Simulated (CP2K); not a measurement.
Runs of CP2K 2026.2 on SnSe2. The structure is trigonal, space group P-3m1 (No. 164). Conventional cell: a = 3.811 Å, b = 3.811 Å, c = 6.136 Å, α = 90.00°, β = 90.00°, γ = 120.00°. Sn (site symmetry -3m) is surrounded by 6 Se at 2.68 Å. Se (site symmetry 3m) has 3 Sn at 2.68 Å as nearest neighbours. 

```csv
level,potentials or basis,smearing,EPS_DEFAULT,NGRIDS,points a segment of the path (NPOINTS),bands added on the path,CUTOFF of the grids,gap on the mesh (eV),pressure (GPa),largest force (eV/Å)
r2SCAN,"POTENTIAL_UZH Sn GTH-SCAN-q4, Se GTH-SCAN-q6; TZVP-MOLOPT-SCAN-GTH basis",fermi-dirac 0.0259 eV,1.0E-10,4,6,4,675 Ry,0.97,(b),-
LDA,"GTH_POTENTIALS Sn GTH-PADE-q4, Se GTH-PADE-q6; TZVP-MOLOPT-PBE-GTH basis",fermi-dirac 0.1 eV,1.0E-10,5,8,6,450 Ry,0.63,0.7,0.44
TB-mBJ,"POTENTIAL_UZH Sn GTH-PBE-q4, Se GTH-PBE-q6; TZVP-MOLOPT-PBE-GTH basis",fermi-dirac 0.01 eV,1.0E-9,4,6,6,675 Ry,(a),-,-
PBEsol,"POTENTIAL_UZH Sn GTH-PBE-q4, Se GTH-PBE-q6; TZVP-MOLOPT-PBE-GTH basis",fermi-dirac 0.01 eV,1.0E-10,5,10,6,450 Ry,(c),5.7,1.07
```

Alike in all rows: task band structure; no spin polarisation; cell as given; k mesh 8 × 8 × 5.

Question: Estimate the missing entries.

Answer: (a) 1.09; (b) -0.3; (c) 0.68.

Caveats: spin-orbit coupling is left out, which moves the levels of the heavy elements; the basis of atomic orbitals isn't converged, which shifts pressures, moduli and gaps; the mesh misses the band edges, which the band path finds closer together (some runs); the potentials were made for another functional, which shifts forces and pressure (some runs); this is a model potential without an energy functional, so only levels have meaning (some runs); this functional lacks dispersion, which binds the layers, so the pressure and a relaxed spacing across them are unreliable (some runs).

A k mesh can miss the band edges, and the runs leave out spin-orbit coupling on Se, Sn.

Runs at the PBE level aren't shown here.
